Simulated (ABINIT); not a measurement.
Input of an ABINIT 10.8.3 (patched build) run:

The input run.abi:

```
# Datasets: one volume each
ndtset 7
getwfk -1
scalecart1 3*0.9795861087
scalecart2 3*0.9864848297
scalecart3 3*0.9932883884
scalecart4 3*1.0000000000
scalecart5 3*1.0066227096
scalecart6 3*1.0131594038
scalecart7 3*1.0196128224

# Pseudopotentials
pp_dirpath "./"
pseudos "C.upf"

# Structure
acell 3*1.0
rprim
     0.0000000000     3.3700808789     3.3700808789
     3.3700808789     0.0000000000     3.3700808789
     3.3700808789     3.3700808789     0.0000000000
ntypat 1
znucl 6
natom 2
typat 1 1
xred
     0.7500000000     0.7500000000     0.7500000000
     0.5000000000     0.5000000000     0.5000000000

# Plane-wave basis
ecut 41.0

# k points
kptopt 1
ngkpt 13 13 13
nshiftk 1
shiftk 0.0 0.0 0.0

# Exchange and correlation
ixc 2

# Bands and occupations
nband 8
occopt 3
tsmear 0.00183747

# SCF cycle
nstep 100
tolvrs 1.0e-10

# Output
iomode 3
prtwf 1
prtden 0
prteig 0
prtebands 0
enunit 1
```

Potentials or basis: PseudoDojo NC SR LDA v0.4.1 standard.

Command:

```sh
$ abinit run.abi > log 2>&1
```

Question: What does it give for the pressure derivative of the bulk modulus?

Answer: 3.6.

Question: Predict the bulk modulus.

Answer: 463 GPa.

Energy against volume, from the lowest point:
| volume (Å³/atom) | energy (meV/atom) |
| --- | --- |
| 5.332 | 12.50 |
| 5.445 | 2.62 |
| 5.558 | 0.00 |
| 5.672 | 4.03 |
| 5.785 | 14.13 |
| 5.899 | 29.71 |
| 6.012 | 50.30 |

Caveat: pressures at fixed basis lie under the slope of the energies.

**What was measured.**

“Equation of state of cubic boron nitride at high pressures and temperatures”, 2007, arxiv:cond-mat/0702656 quotes, for a bulk crystal of C: bulk modulus 442 ± 5 GPa.

Measured bulk modulus of C: 442 GPa (quoted in “Equation of state of cubic boron nitride at high pressures and temperatures”, 2007, arxiv:cond-mat/0702656). This calculation gives 463 GPa (+4.8 %). 3 values of this kind are on record (442 to 444.8 GPa); this one was drawn at random among those near their median, those with a stated uncertainty first. The fit is for a static lattice scaled at fixed shape and fixed fractional positions. The cell as given is a measured one (5.67 Å³/atom); LDA-PZ puts the equilibrium volume -2.2 % from it, thermal expansion not counted.
